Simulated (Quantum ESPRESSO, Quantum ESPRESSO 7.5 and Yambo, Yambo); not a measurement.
# KI (Fm-3m): G0W0 on several meshes in Yambo

Wanted: mesh dependence and cost of G0W0 for KI (Fm-3m).

Main program and level: Quantum ESPRESSO 7.5 and Yambo 5.3.0; PBE and many-body steps on it, plane waves.

### 1. Set-up

It takes space group Fm-3m (No. 225, cubic). The conventional cell has a = 7.066 Å, b = 7.066 Å, c = 7.066 Å, α = 90.00°, β = 90.00°, γ = 90.00°. Nearest to K lie 6 I at 3.53 Å. I has 6 K at 3.53 Å nearest. Farther neighbours and most contacts between anions are not listed.

The cell and positions come from the Crystallography Open Database and are kept as given unless a step says otherwise. Spin-orbit coupling is left out unless a step names it.

### 2. Empty states on the mesh, 4×4×4 mesh, 384 bands

This step: Quantum ESPRESSO 7.5; DFT, PBE, plane waves, norm-conserving pseudopotentials.

The sums over transitions need many empty states on a uniform mesh; this step solves for them.

pw.in reads:

```
&control
  calculation = 'nscf'
  prefix = 'x'
  outdir = 'o'
  pseudo_dir = 'pseudo'
/
&system
  ibrav = 0
  nat = 2
  ntyp = 2
  ecutwfc = 76.0
  nbnd = 384
  force_symmorphic = .true.
/
&electrons
  conv_thr = 1e-9
  electron_maxstep = 80
  diago_full_acc = .true.
  diago_thr_init = 5e-6
/
ATOMIC_SPECIES
  K 39.098 K.upf
  I 126.9 I.upf
CELL_PARAMETERS angstrom
  0.0000000000 3.5327750000 3.5327750000
  3.5327750000 0.0000000000 3.5327750000
  3.5327750000 3.5327750000 -0.0000000000
ATOMIC_POSITIONS crystal
  K 0.0000000000 0.0000000000 0.0000000000
  I 0.5000000000 0.5000000000 0.5000000000
K_POINTS automatic
  4 4 4 0 0 0
```

Run with:

```bash
> OMP_NUM_THREADS=1 mpirun -n 4 pw.x -nk 4 -in pw.in > pw.out
```

Log:

```text
Program PWSCF v.7.5 starts

     This program is part of the open-source Quantum ESPRESSO suite
     for quantum simulation of materials; please cite
         "P. Giannozzi et al., J. Phys.:Condens. Matter 21 395502 (2009);
         "P. Giannozzi et al., J. Phys.:Condens. Matter 29 465901 (2017);
         "P. Giannozzi et al., J. Chem. Phys. 152 154105 (2020);
     in publications or presentations arising from this work. More details at

     Atomic positions and unit cell read from directory:
     o/x.save/

     Message from routine setup:
[...]
-170.5835-117.4418-117.4417-117.4417 -39.8399 -39.8399 -39.8382 -39.8285
[...]
[... 36 further rows ...]
   142.2522 142.4195 142.4195 142.5843 143.1703 143.7223 143.7223 144.2550
   144.2550 144.9496 144.9496 145.4800 145.8483 145.8483 145.9045 146.0187

          k = 0.3536 0.0000 0.0000 (  6643 PWs)   bands (ev):

     [... further k-points ...]

     highest occupied, lowest unoccupied level (ev):     2.8347    6.8023

     XML data file, pseudopotentials, collected wavefunctions

=------------------------------------------------------------------------------=
   JOB DONE.
=------------------------------------------------------------------------------=
```

Wall time 97 s (4 MPI ranks of Intel Xeon Platinum 8259CL at 2.50GHz (Skylake/Cascade Lake), shared host); peak memory 1.2 GiB; 6.5 min of CPU time.

This step gave:

| Item | Value |
| --- | --- |
| gap | 3.968 eV |
| k of the valence top | 0, 0, 0 |
| k of the conduction bottom | 0, 0, 0 |
| least direct gap | 3.968 eV |
| k points computed | 8 |
| lowest point of the top converged band, above the valence top | 142.3339 eV |

On this mesh the gap is 3.968 eV.

The density comes from a self-consistent run that is not shown.

### 3. Conversion and set-up

This step: Yambo 5.3.0; conversion and set-up on PBE, plane waves, norm-conserving pseudopotentials.

The states are converted to the many-body program's format and the q mesh is built.

Run with:

```bash
> (cd o/x.save; p2y > p2y.log; mv SAVE ../..); yambo > setup.log
```

Log:

```text
 Yambo, version 5.3.0

 [02] CORE Variables Setup
 =========================

  [02.01] Unit cells
  ==================

  Cell kind             :  FCC
  Atoms in the cell     :  K  I
  number of K  atoms    :  1
  number of I  atoms    :  1

  List of atomic masses
  Mass of K     :  39.09800
  Mass of I     :  126.9000

  List of atomic coordinates    : [cc]
  K1       :  0.000000  0.000000  0.000000  order 1
  I1       :  6.675977  6.675977  6.675977  order 2

  Alat factors          :  6.675977  6.675977  6.675977 [a.u.]
  Direct lattice volume :  595.0789 [a.u.]
[...]
==========================================

 IBZ Q-points                                      :   8
 BZ  Q-points                                      :   64

 K/Q-points units:
 rlu = crystal or reduced units; cc = cartesian coordinates; iku = interal k-units

 Q [1]          [rlu]:  0.000000  0.000000  0.000000
 Q [2]          [rlu]: -0.66843E-18 -0.66843E-18  0.25000
 Q [3]          [rlu]:  0.13369E-17  0.13369E-17 -0.50000
[...]
Q [7]          [rlu]: -0.40852E-17 -0.50000     -0.50000
 Q [8]          [rlu]:  0.250000 -0.500000 -0.250000

  [03.01] X indexes
  =================

   [03.01.01] Sigma indexes
   ========================

 [06] Game Over & Game summary
```

Wall time 6.4 s (1 MPI rank); peak memory 0.26 GiB.

### 4. 4×4×4

Now the one-shot GW correction: screening in the RPA, then the self-energy of the levels asked for.

This step: G0W0 on PBE, plane waves, norm-conserving pseudopotentials.

gw2.in reads:

```
HF_and_locXC
gw0
dyson
ppa
em1d
rim_cut
RandQpts= 1000000
RandGvec= 1 RL
EXXRLvcs= 76 Ry
VXCRLvcs= 304 Ry
Chimod= "HARTREE"
% BndsRnXp
 1 | 167 |
%
NGsBlkXp= 11.5 Ry
% LongDrXp
 1 | 1 | 1 |
%
% GbndRnge
 1 | 167 |
%
DysSolver= "n"
ExtendOut
PPAPntXp= 27.21138 eV
% QPkrange
 1 | 1 | 16 | 19 |
%
```

Run with:

```bash
> OMP_NUM_THREADS=1 mpirun -n 4 yambo -F gw2.in -J gw2 -C gw2 > gw2.log
```

Log:

```text
 Yambo, version 5.3.0

 [02] CORE Variables Setup
 =========================

  [... cell, symmetries and grids as in the set-up ...]

  [02.05] Energies & Occupations
  ==============================

  [X] === General ===
  [X] Electronic Temperature                        :  0.000000  0.000000 [eV K]
  [X] Bosonic    Temperature                        :  0.000000  0.000000 [eV K]
  [X] Finite Temperature mode                       : no
  [X] El. density                                   :  0.38557E+24 [cm-3]
  [X] Fermi Level                                   :  2.834744 [eV]

  [X] === Gaps and Widths ===
  [X] Conduction Band Min                           :  3.967596 [eV]
  [X] Valence Band Max                              :  0.000000 [eV]
  [X] Filled Bands                                  :  17
  [X] Empty Bands                                   :    18   384
  [X] Direct Gap                                    :  3.967596 [eV]
  [X] Direct Gap localized at k                     :  1
  [X] Indirect Gap                                  :  3.967596 [eV]
  [X] Indirect Gap between kpts                     :  1  1
  [X] Last valence band width                       :  0.596216 [eV]
  [X] 1st conduction band width                     :  2.515619 [eV]

 [03] Transferred momenta grid and indexing
 ==========================================

 IBZ Q-points                                      :   8
 BZ  Q-points                                      :   64

 K/Q-points units:
 rlu = crystal or reduced units; cc = cartesian coordinates; iku = interal k-units

 Q [1]          [rlu]:  0.000000  0.000000  0.000000
 Q [2]          [rlu]: -0.66843E-18 -0.66843E-18  0.25000
 Q [3]          [rlu]:  0.13369E-17  0.13369E-17 -0.50000
 Q [4]          [rlu]:  0.20426E-17  0.25000      0.25000
 Q [5]          [rlu]:  0.31425E-16  0.25000      0.50000
 Q [6]          [rlu]:  0.13369E-17  0.25000     -0.25000
 Q [7]          [rlu]: -0.40852E-17 -0.50000     -0.50000
 Q [8]          [rlu]:  0.250000 -0.500000 -0.250000

 [04] Coloumb potential Random Integration (RIM)
 ===============================================

  [04.01] RIM initialization
  ==========================

  * Diagonal components only detected *

  8 x (sBL volume)        :  0.052104 [a.u.]
  sBZ random points       :  1000000
  Points outside the sBZ  :   7968281
  RL volume               :  0.416836 [a.u.]
  Integrated volume       :  0.418495 [a.u.]

  [04.02] RIM integrals
  =====================

  Gamma point sphere radius             :  0.067750 [a.u.]
  Points outside the sphere             :   800476
  [Int_sBZ(q=0) 1/q^2]*(Vol_sBZ)^(-1/3) =:  7.776341
                                 should be <:  7.795600

  Summary of Coulomb integrals for non-metallic bands |Q|[au] RIM/Bare

  Q [1] 0.100000E-4 0.997530 * Q [2] 0.203768 1.068480
  Q [4] 0.235291 1.066792 * Q [6] 0.332752 1.029814
  Q [5] 0.390186 1.022655 * Q [3] 0.407536 1.020683
  Q [7] 0.470582 1.017590 * Q [8] 0.526126 1.014612

 [WARNING] [Xp] User bands 1-167 break level degeneracy

 [05] Dipoles
 ============

  [05.01] Setup: observables and procedures
  =========================================

 [06] Dynamic Dielectric Matrix (PPA)
 ====================================

 [WR./gw2//ndb.pp]---------------------------------------------------------------
  Brillouin Zone Q/K grids (IBZ/BZ)                :    8   64    8   64
  RL vectors                                       :   7799 [WF]
  Coulomb cutoff potential                         : none
  Electronic Temperature                           :  0.000000 [K]
  Bosonic    Temperature                           :  0.000000 [K]
  PPA    diel. fun.  energies                      : Perdew, Burke & Ernzerhof(X)+Perdew, Burke & Ernzerhof(C)
  wavefunctions                                    : Perdew, Burke & Ernzerhof(X)+Perdew, Burke & Ernzerhof(C)
  Global Gauge                                     : length
  X matrix size                                    :   459
  X band range                                     :    1  167
  X e/h energy range                               : -1.000000 -1.000000 [eV]
  X Time ordering                                  : R
  X Hxc Kernel                                     : HARTREE
  X Drude frequency                                :  0.000000  0.000000
  X poles                                          :  100.0000 [o/o]
  RL vectors in the sum                            :   7799
  [r,Vnl] included                                 : yes
  Field direction                                  :  0.577350E-5  0.577350E-5  0.577350E-5
  BZ energy Double Grid                            : no
  BZ energy DbGd points                            : 0
  BZ Q point size factor                           : -1.000000
  X Optical Averaged directions                    : none

 [07] Local Exchange-Correlation + Non-Local Fock
 ================================================

 [VXC] Plane waves :   53377
 [EXS] Plane waves :   6735

 QP @ state[ 1 ] K range:  1  1
 QP @ state[ 1 ] b range:  16  19

 [xc] Functional : Perdew, Burke & Ernzerhof(X)+Perdew, Burke & Ernzerhof(C)
 [xc] LIBXC used to calculate xc functional
  PP Number of Atomic Species                      :  2
  NLCC RL compoments                               :   53377
  PP Number of Atomic Species                      :  2
  NLCC RL compoments                               :   53377

 [xc] E_xc :  -26.22148 [Ha]
      E_xc :  -52.44295 [Ry]

  Local XC kind (lXC) : Perdew, Burke & Ernzerhof(X)+Perdew, Burke & Ernzerhof(C)
  Non-Local XC kind (nlXC) : Hartree-Fock

  Corrections @ K [1] :  [eV]
 <16|nlXC|16> = -16.25149  0.18994E-18 <16|lXC|16> = -13.18414  0.000000
 <17|nlXC|17> = -16.25157  0.27936E-17 <17|lXC|17> = -13.18414  0.000000
 <18|nlXC|18> = -3.749256  0.81879E-18 <18|lXC|18> = -7.190462  0.000000
 <19|nlXC|19> = -3.670704 -0.12127E-17 <19|lXC|19> = -7.985012  0.000000

 [08] Dyson equation: Newton solver
 ==================================

  [08.01] G0W0 (W PPA)
  ====================

  [  GW  ] Bands range     :    1  167
  [GW/PPA] G damping       :  0.100000 [eV]

  QP @ state[ 1 ] K range:  1  1
  QP @ state[ 1 ] b range:  16  19

   Sc/G bands                                       :    1  167
   Sc/G damping                                     :  0.100000 ev
   Sc bands terminator                              : no
   Sx RL components                                 :   6735

   QP @ state[ 1 ] K range                          :  1  1
   QP @ state[ 1 ] b range                          :  16  19
   GF energies kind                                 : Perdew, Burke & Ernzerhof(X)+Perdew, Burke & Ernzerhof(C)
   GF WF`s kind                                     : Perdew, Burke & Ernzerhof(X)+Perdew, Burke & Ernzerhof(C)
   Xs energies kind                                 : Perdew, Burke & Ernzerhof(X)+Perdew, Burke & Ernzerhof(C)
   Xs WF`s kind                                     : Perdew, Burke & Ernzerhof(X)+Perdew, Burke & Ernzerhof(C)

 [11] Game Over & Game summary
```

It took 12 min on 4 MPI ranks; peak memory 2.2 GiB.

This step gave:

```
G0W0 gap on the points computed              : 6.052 eV
starting gap on the mesh                     : 3.968 eV
k of the valence top                         : 0, 0, 0
k of the conduction bottom                   : 0, 0, 0
least direct G0W0 gap on the computed points : 6.052 eV
Z at the valence top                         : 0.8260
Z at the conduction bottom                   : 0.8630
```

The gap on the mesh goes from 3.97 eV to 6.05 eV, a correction of +2.08 eV.

### 5. Empty states on the mesh, 2×2×2 mesh, 167 bands

This step: Quantum ESPRESSO 7.5; DFT, PBE, plane waves, norm-conserving pseudopotentials.

Edit pw.in of step 2 so:

```diff
@@ -11,3 +11,3 @@
   ecutwfc = 76.0
-  nbnd = 384
+  nbnd = 167
   force_symmorphic = .true.
@@ -31,2 +31,2 @@
 K_POINTS automatic
-  4 4 4 0 0 0
+  2 2 2 0 0 0
```

Run with:

```bash
> OMP_NUM_THREADS=1 mpirun -n 4 pw.x -nk 4 -in pw.in > pw.out
```

Log:

```text
[banner, memory and clock lines left out]
Program PWSCF v.7.5 starts

     Atomic positions and unit cell read from directory:
     o/x.save/

     Message from routine setup:
     using ibrav=0 with symmetry is DISCOURAGED, use correct ibrav instead

     Message from routine divide_et_impera:
     suboptimal parallelization: some nodes have no k-points

     G-vector sticks info

     bravais-lattice index     =            0
     lattice parameter (alat)  =       9.4413  a.u.
     unit-cell volume          =     595.0789 (a.u.)^3
     number of atoms/cell      =            2
[...]
[... 9 further rows ...]
[...]
77.8527  77.8527  77.8729  77.8729  78.2768  79.5785  80.0689

          k =-0.7071 0.0000 0.0000 (  6710 PWs)   bands (ev):

  -170.5836-117.4418-117.4418-117.4418 -39.8536 -39.8503 -39.8481 -39.8481
[...]
42.9515  42.9515  42.9669  42.9669  44.0348  44.0348  44.1837  44.2199
     [... 9 further rows ...]
    76.5809  76.8080  77.0111  77.6386  77.8957  78.0432  78.0432  78.6142
    78.6142  78.9551  78.9551  79.2452  79.3392  79.3392  80.1704

     highest occupied, lowest unoccupied level (ev):     2.8347    6.8023

     XML data file, pseudopotentials, collected wavefunctions
```

Elapsed: 20 s, on 4 MPI ranks; peak memory 0.55 GiB; 78 s of CPU time.

This step gave:

```yaml
gap: 3.968 eV
k_of_the_valence_top: 0, 0, 0
k_of_the_conduction_bottom: 0, 0, 0
least_direct_gap: 3.968 eV
k_points_computed: 3
lowest_point_of_the_top_converged_band_above_the_valence_top: 77.0179 eV
```

On this mesh the gap is 3.968 eV.

(Part 1 of 2 ends here.)

[Paths, hosts, dates, memory and timing lines, banners, echoed tables and standing remarks are left out of the program output.]

[Logs are printed without paths, hosts, clocks, repeated set-up lines and the standing remarks that a program may print on its own settings, such as how far it seeks lower states.]

[Runs of the session that timed out or met a known fault of the program may be left out.]

[Hosts, paths, dates, database ids (printed as entryN), source tags and the programs' standing remarks are cut or masked in the printed files.]
